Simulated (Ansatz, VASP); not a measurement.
Rh: VASP beside Ansatz

File INCAR:

```
  ALGO = Normal
  EDIFF = 1E-7
  ENCUT = 520
  ISIF = 2
  ISMEAR = -1
  LASPH = T
  LCHARG = F
  LREAL = F
  LWAVE = F
  NBANDS = 22
  NELM = 100
  PREC = Accurate
  SIGMA = 0.1
```

KPOINTS

```
k-points
0
Gamma
  12 12 7
```

The input POSCAR:

```
Rh
1.0
    2.6846822765      0.0000000000      0.0000000000
   -1.3423416298      2.3250028646      0.0000000000
    0.0000000000      0.0000000000      4.3534153613
Rh
2
Direct
    0.6666666667      0.3333333333      0.7500000000
    0.3333333333      0.6666666667      0.2500000000
```

Input for Ansatz:

```yaml
crystal:
  lattice:
    - [2.684682276475424, 0.0, 0.0]
    - [-1.3423416297614983, 2.3250028645570677, 0.0]
    - [0.0, 0.0, 4.3534153612555695]
  atoms:
    - { symbol: Rh, position: [0.6666666666666666, 0.3333333333333333, 0.75] }
    - { symbol: Rh, position: [0.3333333333333333, 0.6666666666666666, 0.25] }
basis:
  ecutwfc: 489.804952427784
kpoints:
  mp_grid:
    grid: [12, 12, 7]
hamiltonian:
  xc: lda
scf:
  occupations:
    method: fermi_dirac
output:
  stress: true
```

This isn't the form of Rh at room conditions, which is fcc.

Alike in both runs: task single point; functional LDA; k mesh 12 × 12 × 7; no spin polarisation.

```csv
,VASP,Ansatz
version,VASP 6.6.1,Ansatz 0.2.0
potentials or method,"VASP PAW LDA potentials, release 64 (Rh_pv)","plane waves, PAW"
plane-wave cutoff (eV),520,490
occupations,"fermi-dirac, width 0.1 eV",fermi-dirac
valence electrons in the cell,30,34
```

VASP gave:

* pressure (GPa): -5.7
* largest component of the traceless stress (GPa): 0.83

Problem. What did Ansatz give for the same quantities?

Solution. Pressure (GPa): -6.6; largest component of the traceless stress (GPa): 0.84.

The two sets of potentials don't hold the same shells in valence.
